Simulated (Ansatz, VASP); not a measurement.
## Two plane-wave programs on BaTiO3

```
Ba Ti O
1.0
     4.00730    0.00000    0.00000
     0.00000    4.00730    0.00000
     0.00000    0.00000    4.00730
Ba Ti O
1 1 3
Direct
  0.50000 0.50000 0.50000
  0.00000 0.00000 0.00000
  0.50000 0.00000 0.00000
  0.00000 0.50000 0.00000
  0.00000 0.00000 0.50000
```

Alike in both runs: task relaxation of cell and atoms; functional PBE; k mesh 8 × 8 × 8; occupations gaussian, width 0.02 eV; no spin polarisation; Hubbard terms Ti d U = 4.0 eV.

```csv
,VASP,Ansatz
version,VASP 6.6.1,Ansatz 0.2.0
potentials or method,"VASP PAW PBE potentials, release 64 (Ba_sv, Ti_sv, O)","scalar-relativistic, plane waves, PAW"
plane-wave cutoff (eV),600,420
valence electrons in the cell,40,40
```

```csv
,VASP,Ansatz,Ansatz less VASP
"gap on the k mesh at the Fermi level, each at its own relaxed structure (eV)",2.12,2.21,+0.089
relaxed volume (Å³/atom),13.34,13.08,-0.264
relaxed cell length with the largest relative difference (Å),4.056,4.029,-0.0269
energy change over the relaxation (meV/atom),-9,-2,+7.1
```

The programs project onto different local orbitals, so the same U acts differently.

Caveats: spin-orbit coupling is left out, which moves the levels of the heavy elements. Zero-point motion and thermal expansion aren't in these numbers. PBE usually gives volumes a little too large and moduli too small.
